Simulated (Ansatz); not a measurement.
## Sr under changes of volume

One of the cells (57.751 Å³/atom); the others are scaled copies at fixed shape and fractional positions:

```xyz
1
Lattice="-2.4350 2.4350 2.4350 2.4350 -2.4350 2.4350 2.4350 2.4350 -2.4350" Properties=species:S:1:pos:R:3 pbc="T T T"
Sr    0.0000    0.0000    0.0000
```

This isn't the form of Sr at room conditions, which is fcc.

```yaml
Program: Ansatz 0.2.0
Functional: SVWN5
Potentials_or_basis: all-electron LAPW, scalar-relativistic
Cutoff: 67 eV (chosen from the basis error)
Basis_error_allowed: 0.002 eV/atom
k_mesh: 8 × 8 × 8
Occupations: fermi-dirac, width 0.05 eV
Spin: collinear spin, ferromagnetic start
Starting_moments: "[0.5] μB"
```

| volume (Å³/atom) | energy over the lowest point (meV/atom) | pressure (GPa) |
| --- | --- | --- |
| 54.286 | 0.00 | -1.4 |
| 55.441 | 11.32 | -1.6 |
| 56.596 | 23.91 | -1.8 |
| 57.751 | 37.62 | -1.9 |
| 58.906 | 52.27 | -2.0 |
| 60.061 | 67.74 | -2.1 |
| 61.216 | ? | ? |

**Question.** What does the run at 61.216 Å³/atom give?

**Answer.** Energy over the lowest point 83.93 meV/atom; pressure -2.2 GPa.

Worked out: A Birch-Murnaghan fit of order 3 (a polynomial in V^(-2/3)) to the other rows has no minimum within the range. It gives 83.91 meV/atom at 61.216 Å³/atom, against the run's 83.93, and -dE/dV = -2.3 GPa, against -2.2.

Energies are extrapolated to zero smearing.

Caveats: the cell was measured hot, at 901 K; the starting moments weren't kept.

The runs don't all hold the same shells in valence.
